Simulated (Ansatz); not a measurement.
Computed with DFT PBE, scalar-relativistic, plane waves, PAW (Ansatz 0.2.0). Plane waves to 420 eV, an 8×8×8 mesh through Γ for the 2-atom cell and 0.02 eV Gaussian smearing; no spin polarisation.

The zero of energy is the elements' standard structures at the same level; no fitted shifts are applied.

**Question.** Give a relaxed trial structure of a cubic semiconductor made of Ba and S, with a gap near 1.6 eV, a formation energy near −1.92 eV/atom and about 28 Å³ per atom, in a cell of 2 atoms. Its symmetry should be Pm-3m (No. 221).

**Answer.** BaS, space group Pm-3m (No. 221). Ba has 8 S at 3.33 Å and 6 Ba at 3.84 Å; S is surrounded by 8 Ba at 3.33 Å and 6 S at 3.84 Å.

```
CELL_PARAMETERS angstrom
3.84206 0.00000 0.00000
0.00000 3.84206 0.00000
0.00000 0.00000 3.84206
ATOMIC_POSITIONS crystal
Ba 0.00000 0.00000 0.00000
S 0.50000 0.50000 0.50000
```

The volume per atom is 28.36 Å³ and the density is 4.96 g/cm³. The energy over the elements is −1.923 eV/atom and the gap on the 8×8×8 mesh of the 2-atom cell is 1.57 eV.

The structure comes from a generated guess, relaxed at this level; another structure or a mixture of phases may lie lower. Other answers may fit too; this one was computed.

Kohn–Sham gaps at this level usually fall short of measured ones. The reference form of S is held partly by dispersion forces, which this level lacks. A structure relaxed within its symmetry needn't be a true minimum.
